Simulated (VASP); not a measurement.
SnTe:

```
Te Sn
1.0
     0.00000    3.61115    3.61115
     3.61115    0.00000    3.61115
     3.61115    3.61115    0.00000
Te Sn
1 1
Direct
  0.25000 0.25000 0.25000
  0.00000 0.00000 0.00000
```

Measurements of this composition are mostly on another form, of space group No. 225.

```yaml
Program: VASP 6.6.1
Task: single point
Functional: PBEsol
Potentials_or_basis: VASP PAW PBE potentials, release 64 (Te, Sn_d)
Cutoff: 520 eV
k_mesh: 7 × 7 × 7
Occupations: fermi-dirac, width 0.05 eV
Spin: no spin polarisation
```

On this cell: pressure -1.4 GPa; largest force zero by symmetry; band gap on the k mesh 0.28 eV, indirect (least direct gap 0.79 eV).

The same run follows on a disturbed copy (atoms moved at random, drawn with an rms of 0.05 Å):

```xyz
2
Lattice="0.0000 3.6111 3.6111 3.6111 0.0000 3.6111 3.6111 3.6111 0.0000" Properties=species:S:1:pos:R:3 pbc="T T T"
Te    1.7987    1.7773    1.8345
Sn   -0.0433    0.0023    0.0114
```

Task: What changes?

Result: The energy moves by +1.5 meV/atom; pressure -1.4 GPa; largest force 0.118 eV/Å; band gap on the k mesh 0.25 eV, indirect (least direct gap 0.79 eV).

Forces in eV/Å, atoms in the order of the input:
```
Te  -0.084  0.071 -0.043
Sn   0.084 -0.071  0.043
```

Stress tensor (GPa, compression positive):
```
-1.37 -0.10  0.17
-0.10 -1.37 -0.20
 0.17 -0.20 -1.37
```

Caveats: the PAW data sets were made with another functional, which shifts forces and pressure a little; spin-orbit coupling is left out, which moves the levels of the heavy elements; an odd mesh through Γ misses points on the zone boundary, where band edges often lie.
